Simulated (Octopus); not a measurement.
MgO:

```
CELL_PARAMETERS angstrom
0.00000 2.09700 2.09700
2.09700 0.00000 2.09700
2.09700 2.09700 0.00000
ATOMIC_POSITIONS crystal
Mg 0.00000 0.00000 0.00000
O 0.50000 0.50000 0.50000
```

The cell is a database's computed one.

Base run:

- Program: Octopus 16.4
- Functional: PBE
- Potentials or basis: pseudodojo_pbe (PseudoDojo 0.5, PBE)
- Grid spacing: 0.129 Å
- k mesh: 11 × 11 × 11
- Occupations: fermi-dirac, width 0.05 eV
- Spin: no spin polarisation

Its results: band gap on the k mesh 4.89 eV, direct.

Task: The run is repeated on the same cell with these changes: functional from PBE to PBEsol; potentials or basis from pseudodojo_pbe (PseudoDojo 0.5, PBE) to pseudodojo_pbesol (PseudoDojo 0.4, PBEsol). What comes out?

Result: Band gap on the k mesh 4.79 eV, direct.

Caveats: an odd mesh through Γ misses points on the zone boundary, where band edges often lie.

Not every run made on this cell is shown here.
